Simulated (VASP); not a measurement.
# GaCuSe2 (I-42d) in VASP: further runs

The runs below take GaCuSe2 through relaxation of cell and atoms, with PBE, LDA, PBEsol, PBE+D3(BJ).

Everything below comes from runs of VASP 6.6.1. Logs are shortened: lines on timing, memory, paths and dates and some standing lists are left out, and cuts for length are marked.

### Step 1. The crystal as given

Symmetry: I-42d, No. 122, tetragonal system. Conventional cell: a = 5.619 Å, b = 5.619 Å, c = 11.026 Å, α = 90.00°, β = 90.00°, γ = 90.00°. Se (site symmetry 2) has 2 Ga at 2.42 Å and 2 Cu at 2.42 Å as nearest neighbours. Ga (site symmetry -4) is surrounded by 4 Se at 2.42 Å. Cu (site symmetry -4) has 4 Se at 2.42 Å as nearest neighbours.

### Step 2. Relaxation of cell and atoms, PBE

The input, INCAR:

```
SYSTEM = GaCuSe2
  ALGO = Normal
  EDIFF = 1E-6
  EDIFFG = -0.01
  ENCUT = 600
  GGA = PE
  IBRION = 2
  ISIF = 3
  ISMEAR = 0
  KPAR = 4
  LASPH = .True.
  LCHARG = .False.
  LREAL = .False.
  LWAVE = .False.
  NELM = 100
  NSW = 40
  PREC = Accurate
  SIGMA = 0.02
```

The input, KPOINTS:

```
k-points
0
Gamma
  6 6 6
  0 0 0
```

The input, POSCAR:

```
GaCuSe2
1.0
   -2.8095500000      2.8095500000      5.5130000000
    2.8095500000     -2.8095500000      5.5130000000
    2.8095500000      2.8095500000     -5.5130000000
Se Ga Cu
4 2 2
Direct
    0.1256200000      0.6250000000      0.0006200000
    0.8750000000      0.8743800000      0.4993800000
    0.6243800000      0.1250000000      0.9993800000
    0.3750000000      0.3756200000      0.5006200000
    0.2500000000      0.7500000000      0.5000000000
    0.5000000000      0.5000000000      0.0000000000
    0.7500000000      0.2500000000      0.5000000000
    0.0000000000      0.0000000000      0.0000000000
```

Potentials or basis: VASP PAW PBE potentials, release 64 (Se, Ga_d, Cu).

Started as:

```
$ cat potpaw_PBE.64/Se/POTCAR potpaw_PBE.64/Ga_d/POTCAR potpaw_PBE.64/Cu/POTCAR > POTCAR
$ mpirun -np 4 vasp_std > vasp.out
```

OUTCAR:

```text
SYSTEM = GaCuSe2
   EDIFF = 1E-6
   EDIFFG = -0.01
   ENCUT = 600
   GGA = PE
   IBRION = 2
   ISIF = 3
   ISMEAR = 0
   LASPH = .True.
   LREAL = .False.
   NELM = 100
   NSW = 40
   PREC = Accurate

 ion  position               nearest neighbor table
   1  0.126  0.625  0.001-   6 2.42   5 2.42   8 2.42   7 2.42
   2  0.875  0.874  0.499-   6 2.42   5 2.42   8 2.42   7 2.42
   3  0.624  0.125  0.999-   5 2.42   6 2.42   7 2.42   8 2.42
   4  0.375  0.376  0.501-   5 2.42   6 2.42   7 2.42   8 2.42
   5  0.250  0.750  0.500-   3 2.42   4 2.42   1 2.42   2 2.42
   6  0.500  0.500  0.000-   1 2.42   2 2.42   4 2.42   3 2.42
   7  0.750  0.250  0.500-   2 2.42   4 2.42   3 2.42   1 2.42
   8  0.000  0.000  0.000-   1 2.42   3 2.42   2 2.42   4 2.42

  LATTYP: Found a body centered tetragonal cell.
 ALAT       =     5.6191000000
 C/A-ratio  =     1.9622359453

  Lattice vectors:

 A1 = (  -2.8095500000,   2.8095500000,   5.5130000000)
 A2 = (   2.8095500000,  -2.8095500000,   5.5130000000)
 A3 = (   2.8095500000,   2.8095500000,  -5.5130000000)

Analysis of symmetry for initial positions (statically):
=====================================================================
 Subroutine PRICEL returns:
 Original cell was already a primitive cell.

 Routine SETGRP: Setting up the symmetry group for a
 body centered tetragonal supercell.

 Subroutine GETGRP returns: Found  8 space group operations
 (whereof  4 operations were pure point group operations)
 out of a pool of 16 trial point group operations.

The static configuration has the point symmetry S_4 .
 The point group associated with its full space group is D_2d.

Analysis of symmetry for dynamics (positions and initial velocities):
=====================================================================
 Subroutine PRICEL returns:
 Original cell was already a primitive cell.

 Routine SETGRP: Setting up the symmetry group for a
 body centered tetragonal supercell.

 Subroutine GETGRP returns: Found  8 space group operations
 (whereof  4 operations were pure point group operations)
 out of a pool of 16 trial point group operations.

The dynamic configuration has the point symmetry S_4 .
 The point group associated with its full space group is D_2d.

 Subroutine INISYM returns: Found  8 space group operations
 (whereof  4 operations are pure point group operations),
 and found     1 'primitive' translations

----------------------------------------------------------------------------------------

                                     Primitive cell

  volume of cell :     174.0690

  direct lattice vectors                    reciprocal lattice vectors
    -2.809550000  2.809550000  5.513000000     0.000000000  0.177964443  0.090694722
     2.809550000 -2.809550000  5.513000000     0.177964443  0.000000000  0.090694722
     2.809550000  2.809550000 -5.513000000     0.177964443  0.177964443  0.000000000

  length of vectors
     6.795609715  6.795609715  6.795609715     0.199742022  0.199742022  0.251679728

  position of ions in fractional coordinates (direct lattice)
     0.125620000  0.625000000  0.000620000
     0.875000000  0.874380000  0.499380000
     0.624380000  0.125000000  0.999380000
     0.375000000  0.375620000  0.500620000
     0.250000000  0.750000000  0.500000000
     0.500000000  0.500000000  0.000000000
     0.750000000  0.250000000  0.500000000
     0.000000000  0.000000000  0.000000000

  ion indices of the primitive-cell ions
   primitive index   ion index
                 1           1
                 2           2
                 3           3
                 4           4
                 5           5
                 6           6
                 7           7
                 8           8

----------------------------------------------------------------------------------------

 KPOINTS: k-points

Automatic generation of k-mesh.
 Grid dimensions read from file:
 generate k-points for:    6    6    6

 Generating k-lattice:

  Cartesian coordinates                     Fractional coordinates (reciprocal lattice)
     0.000000000  0.029660740  0.015115787     0.166666667  0.000000000  0.000000000
     0.029660740  0.000000000  0.015115787     0.000000000  0.166666667  0.000000000
     0.029660740  0.029660740  0.000000000     0.000000000  0.000000000  0.166666667

  Length of vectors
     0.033290337  0.033290337  0.041946621

  Shift w.r.t. Gamma in fractional coordinates (k-lattice)
     0.000000000  0.000000000  0.000000000

 Subroutine IBZKPT returns following result:
 ===========================================

 Found     30 irreducible k-points:

 Following reciprocal coordinates:
            Coordinates               Weight
  0.000000  0.000000  0.000000      1.000000
  0.166667 -0.000000  0.000000      8.000000
  0.333333 -0.000000  0.000000      8.000000
  0.500000 -0.000000  0.000000      4.000000
  0.166667  0.166667  0.000000      8.000000
  0.333333  0.166667  0.000000     16.000000
[... 16 lines left out ...]
 -0.333333 -0.333333  0.166667      8.000000
 -0.166667 -0.333333  0.166667      8.000000
 [... further k-points ...]
   k-points           NKPTS =     30   k-points in BZ     NKDIM =     30   number of bands    NBANDS=     43
   number of dos      NEDOS =    301   number of ions     NIONS =      8
   total plane-waves  NPLWV = 157464
   dimension x,y,z NGX =    54 NGY =   54 NGZ =   54
   dimension x,y,z NGXF=   108 NGYF=  108 NGZF=  108
   ions per type =               4   2   2
   NGX,Y,Z   is equivalent  to a cutoff of  13.21, 13.21, 13.21 a.u.
   NGXF,Y,Z  is equivalent  to a cutoff of  26.42, 26.42, 26.42 a.u.
 SYSTEM =  GaCuSe2
   PREC   = accura    normal or accurate (medium, high low for compatibility)
   ISTART =      0    job   : 0-new  1-cont  2-samecut
   ICHARG =      2    charge: 1-file 2-atom 10-const
   ISPIN  =      1    spin polarized calculation?
   LNONCOLLINEAR =      F non collinear calculations
   LSORBIT =      F    spin-orbit coupling
   LASPH  =      T    aspherical Exc in radial PAW
   ENCUT  =  600.0 eV  44.10 Ry    6.64 a.u.  13.57 13.57 13.57*2*pi/ulx,y,z
   NELM   =    100;   NELMIN=  2; NELMDL= -5     # of ELM steps
   EDIFF  = 0.1E-05   stopping-criterion for ELM
   LREAL  =      F    real-space projection
   EDIFFG = -.1E-01   stopping-criterion for IOM
   NSW    =     40    number of steps for IOM
   IBRION =      2    ionic relax: 0-MD 1-quasi-New 2-CG
   NFREE  =      1    steps in history (QN), initial steepest desc. (CG)
   ISIF   =      3    stress and relaxation
   ISYM   =      2    0-nonsym 1-usesym 2-fastsym
   POTIM  = 0.5000    time-step for ionic-motion
   TEBEG  =    0.0;   TEEND  =   0.0 temperature during run
   PSTRESS=    0.0 pullay stress
   NELECT =      72.0000    total number of electrons
   NUPDOWN=      -1.0000    fix difference up-down
   EMIN   =  10.00;   EMAX   =-10.00  energy-range for DOS
   EFERMI =   0.00;   METHOD = LEGACY
   ISMEAR =     0;   SIGMA  =   0.02  broadening in eV -4-tet -1-fermi 0-gaus
   EFERMI_NEDOS =   21; number of points for ismear=-14 and -15
   IALGO  =     38    algorithm
   IMIX   =      4    mixing-type and parameters
     AMIX     =   0.40;   BMIX     =  1.00
     AMIX_MAG =   1.60;   BMIX_MAG =  1.00
  volume/ion in A,a.u.               =      21.76       146.83
  Fermi-wavevector in a.u.,A,eV,Ry     =   1.219772  2.305034 20.243327  1.487843
  Thomas-Fermi vector in A             =   2.355012
   LORBIT       =      0    0 simple, 1 ext, 2 COOP (PROOUT), +10 PAW based schemes
   GGA     = PE    functional components
   LHFCALC =     F    Hartree Fock is set to
   AEXX    =    0.0000 exact exchange contribution
   IVDW    =     0    specifies the selected vdW correction
   LEPSILON=     F    determine dielectric tensor
   LRPA    =     F    only Hartree local field effects (RPA)
 conjugate gradient relaxation of ions
 non-spin polarized calculation
 Gauss-broadening in eV      SIGMA  =   0.02
  energy-cutoff  :      600.00
  volume of cell :      174.07
 maximum number of plane-waves:      5823
   NGX = 27   NGY = 27   NGZ = 27

--------------------------------------- Ionic step        1  -------------------------------------------

 number of electron      72.0000027 magnetization

 Free energy of the ion-electron system (eV)
  ---------------------------------------------------
  ext. energy  EPLUGINS =         0.00000000
  ---------------------------------------------------
  free energy    TOTEN  =       -31.03204023 eV

  energy without entropy =      -31.03204023  energy(sigma->0) =      -31.03204023

------------------------ aborting loop because EDIFF is reached ----------------------------------------

  FORCE on cell =-STRESS in cart. coord.  units (eV):
  Direction    XX          YY          ZZ          XY          YZ          ZX
  --------------------------------------------------------------------------------------
  -------------------------------------------------------------------------------------
  Total        3.2219207      3.2219207      3.3935761      0.0000000      0.0000000      0.0000000
  in kB       29.6554084     29.6554084     31.2353703      0.0000000      0.0000000      0.0000000
  external PRESSURE =      30.1820624 kB  Pullay stress =       0.0000000 kB
[... 107 lines left out ...]
  FREE ENERGIE OF THE ION-ELECTRON SYSTEM (eV)
  ---------------------------------------------------
  free  energy   TOTEN  =       -31.1186297888 eV

  energy  without entropy=      -31.1185463183  energy(sigma->0) =      -31.11858805

[... ionic steps 4 to 7 ...]

--------------------------------------- Ionic step        8  -------------------------------------------

 number of electron      72.0000006 magnetization

------------------------ aborting loop because EDIFF is reached ----------------------------------------
[... 79 lines left out ...]
--------------------------------------- Ionic step       10  -------------------------------------------

 number of electron      72.0000007 magnetization

 Free energy of the ion-electron system (eV)
  ---------------------------------------------------
  ext. energy  EPLUGINS =         0.00000000
  ---------------------------------------------------
  free energy    TOTEN  =       -31.12751608 eV

  energy without entropy =      -31.12741162  energy(sigma->0) =      -31.12746385

 E-fermi :   3.6357     XC(G=0):  -9.4349

 val. band max:        3.6353873375   @ k =   0.0000   0.0000   0.0000
 cond. band min:       3.6359385636   @ k =   0.0000   0.0000   0.0000
 fundamental gap:      0.0005512261
 Fermi energy:         3.6356629506

 k-point     1 :       0.0000    0.0000    0.0000
  band No.  band energies     occupation
      1     -11.8261      2.00000
      2     -11.8238      2.00000
      3     -11.8238      2.00000
      4     -11.7035      2.00000
      5     -11.6907      2.00000
      6     -11.6907      2.00000
[... 1093 lines left out ...]
     42       7.2908      0.00000
     43       7.9779      0.00000

 [... further k-points ...]
[... 5 lines left out ...]
  --------------------------------------------------------------------------------------
  -------------------------------------------------------------------------------------
  Total       -0.0290026     -0.0290026      0.0091433      0.0000000     -0.0000000      0.0000000
  in kB       -0.2556164     -0.2556164      0.0805855      0.0000000     -0.0000000      0.0000000
  external PRESSURE =      -0.1435491 kB  Pullay stress =       0.0000000 kB
[... 23 lines left out ...]
  FREE ENERGIE OF THE ION-ELECTRON SYSTEM (eV)
  ---------------------------------------------------
  free  energy   TOTEN  =       -31.1275160784 eV

  energy  without entropy=      -31.1274116187  energy(sigma->0) =      -31.12746385

 reached required accuracy - stopping structural energy minimisation
```

It took 8 min on 4 MPI ranks of Intel Xeon 6975P-C (Granite Rapids), shared host; peak memory 0.59 GiB.

What came out:

```yaml
Free_energy: -31.1275 eV
Relaxed_volume: 22.72 Å³/atom
Relaxed_cell: a = 6.918 Å, b = 6.918 Å, c = 6.918 Å, α = 131.51°, β = 131.51°, γ = 71.00°
Space_group_after_relaxing_to_0.05_Å: I-42d (No. 122)
Energy_gained_by_relaxing: 11.9 meV/atom
Ionic_steps: 10
Pressure_after_relaxing: 0.0 GPa
Largest_force_after_relaxing: 0.005 eV/Å
Band_gap_on_the_k_mesh: 0.00 eV, direct
```

Forces on the atoms (eV/Å):
```
Se   0.000  0.005  0.000
Se  -0.005  0.000  0.000
Se   0.000 -0.005  0.000
Se   0.005  0.000  0.000
Ga   0.000  0.000  0.000
Ga   0.000  0.000  0.000
Cu   0.000  0.000  0.000
Cu   0.000  0.000  0.000
```

The path:
| step | energy change (eV) | largest force (eV/Å) | pressure (GPa) | volume (Å³) |
| --- | --- | --- | --- | --- |
| 1 | 0.0000 | 0.3791 | 3.02 | 174.07 |
| 2 | -0.0818 | 0.1244 | -0.79 | 184.60 |
| 3 | -0.0866 | 0.1658 | -0.25 | 182.55 |
| 4 | -0.0866 | 0.1684 | -0.15 | 182.38 |
| 5 | -0.0916 | 0.1049 | -0.05 | 182.02 |
| 6 | -0.0947 | 0.0240 | 0.04 | 181.57 |
| 7 | -0.0950 | 0.0038 | 0.09 | 181.41 |
| 8 | -0.0953 | 0.0086 | -0.02 | 181.79 |
| 9 | -0.0953 | 0.0105 | -0.06 | 181.93 |
| 10 | -0.0955 | 0.0051 | -0.01 | 181.79 |

Final structure:
```yaml
crystal:
  lattice:
    - [-2.84062, 2.84062, 5.63213]
    - [2.84062, -2.84062, 5.63213]
    - [2.84062, 2.84062, -5.63213]
  atoms:
    - { symbol: Se, position: [0.11905, 0.62500, 0.99405] }
    - { symbol: Se, position: [0.87500, 0.88095, 0.50595] }
    - { symbol: Se, position: [0.63095, 0.12500, 0.00595] }
    - { symbol: Se, position: [0.37500, 0.36905, 0.49405] }
    - { symbol: Ga, position: [0.25000, 0.75000, 0.50000] }
    - { symbol: Ga, position: [0.50000, 0.50000, 0.00000] }
    - { symbol: Cu, position: [0.75000, 0.25000, 0.50000] }
    - { symbol: Cu, position: [0.00000, 0.00000, 0.00000] }
```

PBE usually gives volumes a little too large and moduli too small. Zero-point motion and thermal expansion aren't in these numbers.

### Step 3. Relaxation of cell and atoms, LDA

The input, INCAR:

```
PREC     = Accurate       # precision mode
ENCUT    = 600            # plane-wave cutoff, eV
EDIFF    = 1E-6           # SCF threshold, eV
ISMEAR   = 0              # smearing method
SIGMA    = 0.02           # smearing width, eV
LREAL    = False          # projectors in reciprocal space
LASPH    = True           # aspherical terms in the spheres
NELM     = 100            # most SCF steps
ALGO     = Fast           # electronic algorithm
ISIF     = 3              # what is computed and relaxed
LWAVE    = False          # write WAVECAR
LCHARG   = False          # write CHGCAR
GGA      = CA             # functional
IBRION   = 2              # ionic algorithm
NSW      = 60             # ionic steps
EDIFFG   = -0.02          # ionic threshold
KPAR     = 4
```

The input, KPOINTS:

```
regular mesh
0
Gamma
  6 6 6
```

POSCAR is that of step 2.

Potentials or basis: VASP PAW LDA potentials, release 64 (Se, Ga_d, Cu).

Started as:

```
$ cat potpaw_LDA.64/Se/POTCAR potpaw_LDA.64/Ga_d/POTCAR potpaw_LDA.64/Cu/POTCAR > POTCAR
$ mpirun -np 4 vasp_std > vasp.out
```

It took 9.1 min on 4 MPI ranks of AMD EPYC 9R45 (Zen 5), shared host; peak memory 0.48 GiB.

The run converged. Its results:

| Property | Result |
| --- | --- |
| Free energy | -36.9499 eV |
| Relaxed volume | 20.89 Å³/atom |
| Relaxed cell | a = 6.720 Å, b = 6.720 Å, c = 6.720 Å, α = 131.42°, β = 131.42°, γ = 71.15° |
| Space group after relaxing (to 0.05 Å) | I-42d (No. 122) |
| Energy gained by relaxing | 14.0 meV/atom |
| Ionic steps | 7 |
| Pressure after relaxing | -0.1 GPa |
| Band gap on the k mesh | 0.20 eV, direct |

Stress tensor (GPa, compression positive):
```
-0.14  0.00  0.00
 0.00 -0.14  0.00
 0.00  0.00  0.11
```

Step by step:
| step | energy change (eV) | largest force (eV/Å) | pressure (GPa) | volume (Å³) |
| --- | --- | --- | --- | --- |
| 1 | 0.0000 | 0.4364 | -2.77 | 174.07 |
| 2 | -0.0833 | 0.3312 | 1.26 | 164.75 |
| 3 | -0.0862 | 0.3526 | 0.50 | 166.23 |
| 4 | -0.1067 | 0.1510 | 0.24 | 166.55 |
| 5 | -0.1116 | 0.0120 | 0.07 | 166.81 |
| 6 | -0.1117 | 0.0047 | 0.09 | 166.80 |
| 7 | -0.1122 | 0.0005 | -0.06 | 167.10 |

Final structure:
```yaml
crystal:
  lattice:
    - [-2.76456, 2.76456, 5.46579]
    - [2.76456, -2.76456, 5.46579]
    - [2.76456, 2.76456, -5.46579]
  atoms:
    - { symbol: Se, position: [0.11635, 0.62500, 0.99135] }
    - { symbol: Se, position: [0.87500, 0.88365, 0.50865] }
    - { symbol: Se, position: [0.63365, 0.12500, 0.00865] }
    - { symbol: Se, position: [0.37500, 0.36635, 0.49135] }
    - { symbol: Ga, position: [0.25000, 0.75000, 0.50000] }
    - { symbol: Ga, position: [0.50000, 0.50000, 0.00000] }
    - { symbol: Cu, position: [0.75000, 0.25000, 0.50000] }
    - { symbol: Cu, position: [0.00000, 0.00000, 0.00000] }
```

Levels at points of the mesh, in eV from the valence-band top:
| k point | band 33 | band 34 | band 35 | band 36 | band 37 | band 38 | band 39 | band 40 |
| --- | --- | --- | --- | --- | --- | --- | --- | --- |
| (0.00, 0.00, 0.00) | -1.88 | -0.10 | -0.10 | 0.00 | 0.20 | 1.71 | 2.06 | 3.91 |
| (0.50, 0.00, 0.00) | -1.53 | -1.44 | -1.35 | -0.68 | 2.23 | 2.54 | 3.11 | 4.07 |
| (0.50, 0.50, 0.00) | -0.97 | -0.97 | -0.59 | -0.59 | 1.06 | 1.06 | 3.30 | 3.30 |
| (0.50, 0.50, 0.50) | -1.41 | -1.41 | -1.09 | -1.09 | 1.70 | 1.70 | 1.74 | 1.74 |

(Part 1 of 2 ends here.)
